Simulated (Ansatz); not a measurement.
Structure types of Ge compared at 220 GPa

Structure types of Ge are relaxed in primitive cells with their symmetry kept at 220 GPa, first on PAW files, then by LAPW. The enthalpy is E + pV at zero temperature, without zero-point motion. Only the types listed were tried, and differences under about 5 meV/atom are mesh noise. The real phase may be another.

Level of theory: DFT with PBE, scalar-relativistic, in Ansatz 0.2.0; Fermi–Dirac smearing of 0.05 eV, no spin polarisation. LAPW: all electrons, basis error target 0.5 meV/atom; PAW: frozen-core files, cutoff 420 eV.

k meshes: bcc 20×20×20, hcp 18×18×10, beta tin 19×19×19, diamond 15×15×15, simple hexagonal 19×19×18.

Task: Order the types by LAPW enthalpy, lowest first.
A. simple hexagonal
B. hcp
C. beta tin
D. diamond
E. bcc

Result: B (0 meV/atom), E (27 meV/atom), A (197 meV/atom), C (253 meV/atom), D (3373 meV/atom).

| start type | ends as | a, b, c (Å) | V (Å³/atom) | H − H(lowest), LAPW (meV/atom) | same, PAW |
| --- | --- | --- | --- | --- | --- |
| bcc | bcc, Im-3m | 2.677, 2.677, 2.677 | 9.59 | 26.8 | 27.0 |
| hcp | hcp, P6_3/mmc | 2.378, 2.378, 3.897 | 9.55 | 0.0 | 0.0 |
| beta tin | beta tin, I4_1/amd | 4.167, 4.167, 2.265 | 9.84 | 253.3 | 256.7 |
| diamond | diamond, Fd-3m | 4.523, 4.523, 4.523 | 11.56 | 3373.4 | 3392.6 |
| simple hexagonal | simple hexagonal, P6/mmm | 2.294, 2.294, 2.146 | 9.78 | 197.1 | 199.8 |

Task: Split the lead of hcp over bcc into energy and pV.

Result: For bcc less hcp: ΔE = -33.1 meV/atom, and p·ΔV = 220 GPa × +0.0436 Å³ × 6.242 meV/(GPa·Å³) = +59.9 meV/atom, together 26.8 meV/atom. hcp wins by its smaller volume, against the internal energy.
